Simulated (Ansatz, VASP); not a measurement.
## One calculation of RbBr, two programs

```
Rb Br
1.0
     4.11002    0.00000    0.00000
     0.00000    4.11002    0.00000
     0.00000    0.00000    4.24986
Rb Br
1 1
Direct
  0.00000 0.00000 0.00000
  0.50000 0.50000 0.50000
```

Change from the starting cell: uniaxial strain along c, a, b and atoms relaxed: +3.0 %.

Alike in both runs: functional r2SCAN; k mesh 6 × 6 × 6; occupations gaussian, width 0.02 eV; no spin polarisation.

Ansatz relaxed the structure, and its values are those at the end. VASP's run is a single point on that final structure, the one shown.

|  | VASP | Ansatz |
| --- | --- | --- |
| version | VASP 6.6.1 | Ansatz 0.2.0 |
| potentials or method | VASP PAW PBE potentials, release 64 (Rb_sv, Br) | scalar-relativistic, plane waves, PAW |
| plane-wave cutoff (eV) | 520 | 500 |
| valence electrons in the cell | 16 | 16 |

|  | VASP | Ansatz | Ansatz less VASP |
| --- | --- | --- | --- |
| gap on the k mesh at the Fermi level (eV) | 4.68 | 4.68 | -0.003 |
| least direct gap on the mesh (eV) | 4.83 | 4.83 | -0.003 |
| pressure (GPa) | -0.3 | -0.3 | -0.02 |

Caveats: the PAW data sets were made with another functional, which shifts forces and pressure a little (VASP). A k mesh can miss the band edges.
